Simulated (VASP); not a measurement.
# Ga2O3 (C2/m) in VASP: a series of runs, part 2 of 2

VASP 6.6.1.

### 3 Relaxation of cell and atoms, PBEsol

This run uses another cell than the first one, of 10.57 Å³/atom, 1.012 times its volume.

Contents of INCAR:

```
SYSTEM = Ga2O3
ALGO = Normal
EDIFF = 1E-7
EDIFFG = -0.005
ENCUT = 600
GGA = PS
IBRION = 2
ISIF = 3
ISMEAR = 0
KPAR = 4
LASPH = .True.
LCHARG = .False.
LREAL = .False.
LWAVE = .False.
NELM = 80
NSW = 90
PREC = Accurate
SIGMA = 0.03
```

Contents of KPOINTS:

```
k-points
0
Gamma
  10 10 6
  0 0 0
```

Contents of POSCAR:

```
Ga2O3                                   
1.0
    6.1404380541     -1.5243098874      0.0091963595
    6.1404380541      1.5243098874      0.0091963595
   -1.3851057330      0.0000000000      5.6428283048
  Ga              O             
     4     6
Direct
     0.0904753733943620    0.0904753733943620    0.7951368457690209
     0.9095246266056379    0.9095246266056379    0.2048631542309792
     0.6586371581062800    0.6586371581062800    0.3142692735989930
     0.3413628418937199    0.3413628418937199    0.6857307264010070
     0.1651575752245650    0.1651575752245650    0.1093266426002332
     0.8348424247754350    0.8348424247754350    0.8906733573997668
     0.1732591666585655    0.1732591666585655    0.5628196194318570
     0.8267408333414346    0.8267408333414346    0.4371803805681429
     0.4962214747277488    0.4962214747277488    0.2560865962780763
     0.5037785252722513    0.5037785252722513    0.7439134037219237
```

Potentials or basis: VASP PAW PBE potentials, release 64 (Ga_d, O).

Started as:

```
> cat potpaw_PBE.64/Ga_d/POTCAR potpaw_PBE.64/O/POTCAR > POTCAR
> mpirun -np 4 vasp_std > vasp.out
```

OUTCAR:

```text
SYSTEM = Ga2O3
   EDIFF = 1E-7
   EDIFFG = -0.005
   ENCUT = 600
   GGA = PS
   IBRION = 2
   ISIF = 3
   ISMEAR = 0
   LASPH = .True.
   LREAL = .False.
   NELM = 80
   NSW = 90
   PREC = Accurate

 ion  position               nearest neighbor table
   1  0.090  0.090  0.795-   5 1.84  10 1.84  10 1.84   7 1.87
   2  0.910  0.910  0.205-   6 1.84   9 1.84   9 1.84   8 1.87
   3  0.659  0.659  0.314-   9 1.94   5 1.95   5 1.95   8 2.02   7 2.08   7 2.08
   4  0.341  0.341  0.686-  10 1.94   6 1.95   6 1.95   7 2.02   8 2.08   8 2.08
   5  0.165  0.165  0.109-   1 1.84   3 1.95   3 1.95
   6  0.835  0.835  0.891-   2 1.84   4 1.95   4 1.95
   7  0.173  0.173  0.563-   1 1.87   4 2.02   3 2.08   3 2.08
   8  0.827  0.827  0.437-   2 1.87   3 2.02   4 2.08   4 2.08
   9  0.496  0.496  0.256-   2 1.84   2 1.84   3 1.94
  10  0.504  0.504  0.744-   1 1.84   1 1.84   4 1.94

  LATTYP: Found a base centered monoclinic cell.
 ALAT       =    12.2808898813
 B/A-ratio  =     0.2482409503
 C/A-ratio  =     0.4731202856
 COS(beta)  =    -0.2369316647

  Lattice vectors:

 A1 = (   6.1404380541,  -1.5243098874,   0.0091963595)
 A2 = (   6.1404380541,   1.5243098874,   0.0091963595)
 A3 = (  -1.3851057330,   0.0000000000,   5.6428283048)

[... 199 lines left out ...]
  --------------------------------------------------------------------------------------
  -------------------------------------------------------------------------------------
  Total       -0.0521696     -0.0186071     -0.0053391      0.0000000      0.0000000     -0.0218722
  in kB       -0.7909862     -0.2821176     -0.0809507      0.0000000      0.0000000     -0.3316224
  external PRESSURE =      -0.3846848 kB  Pullay stress =       0.0000000 kB
[... 251 lines left out ...]
--------------------------------------- Ionic step        7  -------------------------------------------

 number of electron      88.0000006 magnetization

 Free energy of the ion-electron system (eV)
  ---------------------------------------------------
  ext. energy  EPLUGINS =         0.00000000
  ---------------------------------------------------
  free energy    TOTEN  =       -63.91092083 eV

  energy without entropy =      -63.91092083  energy(sigma->0) =      -63.91092083

 E-fermi :   3.8569     XC(G=0): -11.8556

 val. band max:        3.6611220923   @ k =   0.5000   0.4000   0.5000
 cond. band min:       5.8827477209   @ k =   0.0000   0.0000   0.0000
 fundamental gap:      2.2216256286
 Fermi energy:         3.8568558985

 k-point     1 :       0.0000    0.0000    0.0000
  band No.  band energies     occupation
      1     -15.1864      2.00000
      2     -14.0034      2.00000
      3     -13.9794      2.00000
      4     -13.8687      2.00000
      5     -13.3920      2.00000
      6     -13.3832      2.00000
[... 1309 lines left out ...]
     51      12.7358      0.00000
     52      13.3629      0.00000

 [... further k-points ...]

------------------------ aborting loop because EDIFF is reached ----------------------------------------

  FORCE on cell =-STRESS in cart. coord.  units (eV):
  Direction    XX          YY          ZZ          XY          YZ          ZX
  --------------------------------------------------------------------------------------
  -------------------------------------------------------------------------------------
  Total        0.0004193     -0.0014307     -0.0032999      0.0000000      0.0000000      0.0051042
  in kB        0.0063592     -0.0216965     -0.0500437      0.0000000      0.0000000      0.0774050
  external PRESSURE =      -0.0217936 kB  Pullay stress =       0.0000000 kB
[... 25 lines left out ...]
  FREE ENERGIE OF THE ION-ELECTRON SYSTEM (eV)
  ---------------------------------------------------
  free  energy   TOTEN  =       -63.9109208255 eV

  energy  without entropy=      -63.9109208255  energy(sigma->0) =      -63.91092083

 reached required accuracy - stopping structural energy minimisation
```

OSZICAR:

```text
N       E                     dE             d eps       ncg     rms          rms(c)
DAV:   1     0.127158397723E+04    0.12716E+04   -0.44359E+04 20560   0.337E+03
DAV:   2     0.221098923026E+03   -0.10505E+04   -0.10073E+04 18376   0.872E+02
[... 50 lines left out ...]
       N       E                     dE             d eps       ncg     rms          rms(c)
DAV:   1    -0.639109180419E+02   -0.31112E-05   -0.23135E-03 18272   0.256E-01    0.157E-02
DAV:   2    -0.639109221463E+02   -0.41043E-05   -0.88979E-05 23988   0.790E-02    0.850E-03
DAV:   3    -0.639109210206E+02    0.11257E-05   -0.71503E-06 21920   0.209E-02    0.360E-03
DAV:   4    -0.639109207686E+02    0.25198E-06   -0.87172E-07 23828   0.195E-02    0.885E-04
DAV:   5    -0.639109208255E+02   -0.56903E-07   -0.59177E-07 17560   0.714E-03
   7 F= -.63910921E+02 E0= -.63910921E+02  d E =-.588731E-05
```

Wall time 40 min (4 MPI ranks of Intel Xeon Platinum 8259CL at 2.50GHz (Skylake/Cascade Lake), shared host); peak memory 0.99 GiB.

Results:

```yaml
Free_energy: -63.9109 eV
Relaxed_volume: 10.56 Å³/atom
Relaxed_cell: a = 6.324 Å, b = 6.324 Å, c = 5.812 Å, α = 103.31°, β = 103.31°, γ = 27.90°
Space_group_after_relaxing_to_0.05_Å: C2/m (No. 12)
Energy_gained_by_relaxing: 0.0 meV/atom
Ionic_steps: 7
Pressure_after_relaxing: 0.0 GPa
Largest_force_after_relaxing: 0.003 eV/Å
Band_gap_on_the_k_mesh: 2.22 eV, indirect (least direct gap 2.24 eV)
```

Forces on the atoms (eV/Å):
```
Ga  -0.001  0.000 -0.001
Ga   0.001  0.000  0.001
Ga   0.001  0.000  0.000
Ga  -0.001  0.000  0.000
O    0.003  0.000 -0.001
O   -0.003  0.000  0.001
O    0.000  0.000 -0.002
O    0.000  0.000  0.002
O    0.000  0.000 -0.002
O    0.000  0.000  0.002
```

Final structure:
```
Ga O
1.0
     6.13721   -1.52457    0.00776
     6.13721    1.52457    0.00776
    -1.38570    0.00000    5.64395
Ga O
4 6
Direct
  0.09045 0.09045 0.79517
  0.90955 0.90955 0.20483
  0.65871 0.65871 0.31416
  0.34129 0.34129 0.68584
  0.16521 0.16521 0.10931
  0.83479 0.83479 0.89069
  0.17321 0.17321 0.56283
  0.82679 0.82679 0.43717
  0.49624 0.49624 0.25600
  0.50376 0.50376 0.74400
```

Caveat: the PAW data sets were made with another functional, which shifts forces and pressure a little. A k mesh can miss the band edges.

### 4 Relaxation of cell and atoms, r2SCAN

Contents of INCAR:

```
SYSTEM = Ga2O3
  ALGO = Normal
  EDIFF = 1E-6
  EDIFFG = -0.01
  ENCUT = 600
  IBRION = 2
  ISIF = 3
  ISMEAR = 0
  KPAR = 4
  LASPH = .TRUE.
  LCHARG = .FALSE.
  LMIXTAU = .TRUE.
  LREAL = .FALSE.
  LWAVE = .FALSE.
  METAGGA = R2SCAN
  NELM = 80
  NSW = 90
  PREC = Accurate
  SIGMA = 0.03
```

Contents of KPOINTS:

```
k-points
0
G
  10 10 6
  0 0 0
```

Contents of POSCAR:

```
Ga2O3
1.0
    6.1070000000     -1.5185500000      0.0000000000
    6.1070000000      1.5185500000      0.0000000000
   -1.3859888959      0.0000000000      5.6300087380
Ga O
4 6
Direct
    0.0905000000      0.0905000000      0.7946000000
    0.9095000000      0.9095000000      0.2054000000
    0.6586600000      0.6586600000      0.3140200000
    0.3413400000      0.3413400000      0.6859800000
    0.1645000000      0.1645000000      0.1098000000
    0.8355000000      0.8355000000      0.8902000000
    0.1733000000      0.1733000000      0.5632000000
    0.8267000000      0.8267000000      0.4368000000
    0.4959000000      0.4959000000      0.2566000000
    0.5041000000      0.5041000000      0.7434000000
```

Started as:

```
> cat potpaw_PBE.64/Ga_d/POTCAR potpaw_PBE.64/O/POTCAR > POTCAR
> mpirun -np 4 vasp_std > vasp.out
```

Wall time 1.9 h (4 MPI ranks of Intel Xeon 6975P-C (Granite Rapids), shared host); peak memory 1 GiB.

The run converged. Its results:

```
Free energy                            : -102.4669 eV
Relaxed volume                         : 10.57 Å³/atom
Relaxed cell                           : a = 6.325 Å, b = 6.325 Å, c = 5.822 Å, α = 103.37°, β = 103.37°, γ = 27.87°
Space group after relaxing (to 0.05 Å) : C2/m (No. 12)
Energy gained by relaxing              : 1.3 meV/atom
Ionic steps                            : 16
Pressure after relaxing                : 0.0 GPa
Largest force after relaxing           : 0.006 eV/Å
Band gap on the k mesh                 : 2.94 eV, indirect (least direct gap 2.97 eV)
```

Forces in eV/Å, atoms in the order of the input:
```
Ga   0.003  0.000  0.002
Ga  -0.003  0.000 -0.002
Ga   0.001  0.000 -0.001
Ga  -0.001  0.000  0.001
O   -0.001  0.000  0.006
O    0.001  0.000 -0.006
O   -0.003  0.000 -0.002
O    0.003  0.000  0.002
O    0.004  0.000  0.002
O   -0.004  0.000 -0.002
```

Step by step:
```csv
step,energy change (eV),largest force (eV/Å),pressure (GPa),volume (Å³)
1,0.0000,0.1740,2.82,104.42
2,0.0044,0.1909,-3.00,107.23
3,-0.0127,0.0309,0.06,105.69
4,-0.0127,0.0309,0.00,105.72
5,-0.0130,0.0385,-0.04,105.76
6,-0.0130,0.0294,-0.01,105.75
7,-0.0131,0.0154,-0.04,105.76
8,-0.0131,0.0192,-0.04,105.76
9,-0.0132,0.0117,0.04,105.72
10,-0.0132,0.0117,0.03,105.71
11,-0.0132,0.0114,0.06,105.71
12,-0.0132,0.0100,-0.01,105.73
13,-0.0132,0.0118,-0.05,105.75
14,-0.0132,0.0123,-0.02,105.74
15,-0.0132,0.0113,-0.03,105.74
16,-0.0132,0.0064,0.03,105.73
```

Final structure:
```
Ga O
1.0
     6.13836   -1.52311    0.00312
     6.13836    1.52311    0.00312
    -1.39022    0.00000    5.65343
Ga O
4 6
Direct
  0.09088 0.09088 0.79545
  0.90912 0.90912 0.20455
  0.65865 0.65865 0.31508
  0.34135 0.34135 0.68492
  0.16475 0.16475 0.10973
  0.83525 0.83525 0.89027
  0.17330 0.17330 0.56306
  0.82670 0.82670 0.43694
  0.49620 0.49620 0.25598
  0.50380 0.50380 0.74402
```

Levels at points of the mesh, in eV from the valence-band top:
| k point | band 41 | band 42 | band 43 | band 44 | band 45 | band 46 | band 47 | band 48 |
| --- | --- | --- | --- | --- | --- | --- | --- | --- |
| (0.00, 0.00, 0.00) | -0.68 | -0.49 | -0.28 | -0.03 | 2.94 | 6.29 | 7.39 | 7.45 |
| (0.50, 0.00, 0.00) | -0.76 | -0.72 | -0.46 | -0.15 | 6.29 | 7.20 | 7.90 | 8.19 |
| (0.50, 0.50, 0.00) | -0.69 | -0.66 | -0.42 | -0.17 | 5.09 | 5.36 | 6.49 | 7.26 |
| (0.00, 0.00, 0.50) | -0.66 | -0.65 | -0.48 | -0.30 | 5.33 | 5.45 | 7.40 | 7.91 |
| (0.50, 0.00, 0.50) | -1.12 | -1.06 | -0.73 | -0.67 | 7.57 | 7.62 | 8.50 | 8.70 |
| (0.50, 0.50, 0.50) | -0.63 | -0.60 | -0.60 | -0.01 | 5.77 | 5.89 | 6.87 | 7.22 |

Caveat: the PAW data sets were made with another functional, which shifts forces and pressure a little.

### 5 Relaxation of cell and atoms, r2SCAN

This run uses another cell than the first one, of 10.57 Å³/atom, 1.012 times its volume.

Changes to INCAR since step 4:

```diff
@@ -2,4 +2,4 @@
   ALGO = Normal
-  EDIFF = 1E-6
-  EDIFFG = -0.01
+  EDIFF = 1E-7
+  EDIFFG = -0.005
   ENCUT = 600
```

KPOINTS is that of step 4.

Contents of POSCAR:

```
Ga2O3                                   
1.0
    6.1383588530     -1.5231071093      0.0031216200
    6.1383588530      1.5231071093      0.0031216200
   -1.3902241618      0.0000000000      5.6534343495
  Ga              O             
     4     6
Direct
     0.0908845829445567    0.0908845829445567    0.7954518327245900
     0.9091154170554432    0.9091154170554432    0.2045481672754098
     0.6586462091064240    0.6586462091064240    0.3150777511657171
     0.3413537908935756    0.3413537908935756    0.6849222488342831
     0.1647549024189145    0.1647549024189145    0.1097282566835058
     0.8352450975810854    0.8352450975810854    0.8902717433164939
     0.1732986732714402    0.1732986732714402    0.5630602556533528
     0.8267013267285599    0.8267013267285599    0.4369397443466471
     0.4962041166728613    0.4962041166728613    0.2559795402362048
     0.5037958833271386    0.5037958833271386    0.7440204597637952
```

Started as:

```
> cat potpaw_PBE.64/Ga_d/POTCAR potpaw_PBE.64/O/POTCAR > POTCAR
> mpirun -np 4 vasp_std > vasp.out
```

Run time: 85 min. Hardware: 4 MPI ranks of Intel Xeon 6975P-C (Granite Rapids), shared host; peak memory 1 GiB.

It converged, with:

- Free energy: -102.4717 eV
- Energy gained by relaxing: 0.0 meV/atom
- Ionic steps: 7
- Pressure after relaxing: 0.0 GPa
- Largest force after relaxing: 0.004 eV/Å
- Band gap on the k mesh: 2.94 eV, indirect (least direct gap 2.97 eV)

Forces in eV/Å, atoms in the order of the input:
```
Ga   0.000  0.000  0.004
Ga   0.000  0.000 -0.004
Ga  -0.003  0.000 -0.003
Ga   0.003  0.000  0.003
O    0.003  0.000 -0.002
O   -0.003  0.000  0.002
O   -0.003  0.000  0.000
O    0.003  0.000  0.000
O    0.001  0.000 -0.001
O   -0.001  0.000  0.001
```

Final structure:
```yaml
crystal:
  lattice:
    - [6.13735, -1.52298, 0.00230]
    - [6.13735, 1.52298, 0.00230]
    - [-1.39075, 0.00000, 5.65496]
  atoms:
    - { symbol: Ga, position: [0.09089, 0.09089, 0.79544] }
    - { symbol: Ga, position: [0.90911, 0.90911, 0.20456] }
    - { symbol: Ga, position: [0.65873, 0.65873, 0.31514] }
    - { symbol: Ga, position: [0.34127, 0.34127, 0.68486] }
    - { symbol: O, position: [0.16476, 0.16476, 0.10979] }
    - { symbol: O, position: [0.83524, 0.83524, 0.89021] }
    - { symbol: O, position: [0.17326, 0.17326, 0.56299] }
    - { symbol: O, position: [0.82674, 0.82674, 0.43701] }
    - { symbol: O, position: [0.49622, 0.49622, 0.25596] }
    - { symbol: O, position: [0.50378, 0.50378, 0.74404] }
```

Levels at points of the mesh, in eV from the valence-band top:
```tsv
k point	band 41	band 42	band 43	band 44	band 45	band 46	band 47	band 48
(0.00, 0.00, 0.00)	-0.68	-0.49	-0.28	-0.03	2.94	6.29	7.39	7.45
(0.50, 0.00, 0.00)	-0.77	-0.72	-0.46	-0.15	6.29	7.19	7.89	8.19
(0.50, 0.50, 0.00)	-0.69	-0.66	-0.42	-0.17	5.09	5.36	6.49	7.26
(0.00, 0.00, 0.50)	-0.66	-0.66	-0.48	-0.30	5.33	5.44	7.40	7.91
(0.50, 0.00, 0.50)	-1.12	-1.06	-0.73	-0.67	7.57	7.62	8.50	8.69
(0.50, 0.50, 0.50)	-0.63	-0.60	-0.60	-0.01	5.77	5.89	6.86	7.22
```

Caveat: the PAW data sets were made with another functional, which shifts forces and pressure a little.
